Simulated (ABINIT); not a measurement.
## CuO in ABINIT: convergence with cutoff

CuO:

```
Cu O
1.0
     2.30558   -1.72961    0.07281
     2.31576    1.74354    0.04815
    -0.70809   -0.03897    5.12907
Cu O
2 2
Direct
  0.01984 0.47777 0.06478
  0.45094 0.15716 0.46898
  0.58068 0.28883 0.26198
  0.43895 0.57209 0.69588
```

The cell isn't the ideal one: all atoms moved at random.

- Program: ABINIT 10.8.3 (patched build)
- Task: single point
- Functional: BLYP
- Potentials or basis: SG15 NC PBE v1.2
- Cutoff: 463 eV
- k mesh: 6 × 6 × 3
- Occupations: gaussian, width 0.05 eV
- Spin: no spin polarisation

These are the settings of the first run; the series varies cutoff, with any setting tied to it.

Hardware: 4 MPI ranks on Arm Neoverse V2, with other jobs on the host.

```csv
cutoff,"energy less the tightest run, at zero smearing (meV/atom)",largest force (eV/Å),SCF cycles,CPU time (s)
17 Ha,45658.96,44.594,15,69
21 Ha,16307.01,40.411,14,90
25 Ha,4864.81,40.857,16,130
29.5 Ha,927.95,42.043,16,170
35.5 Ha,52.65,41.958,15,200
42 Ha,5.57,41.954,16,280
48.5 Ha,3.31,41.947,16,350
56.5 Ha,1.16,41.943,17,520
67 Ha,0.00,41.945,17,680
```

Against the tightest run, the largest force stays within 0.005 eV/Å from 48.5 Ha on. Not settled before the last step: the energy (to 1 meV/atom). The tightest run that finished is the yardstick and may itself not be fully converged.

Caveat, for the tightest run too: the k mesh is coarse (spacing up to 0.41 Å⁻¹), so the values aren't converged; the cell as given lies far from equilibrium; the potentials were made for another functional, which shifts forces and pressure; the run has no spin polarisation, though such a crystal can be magnetic.
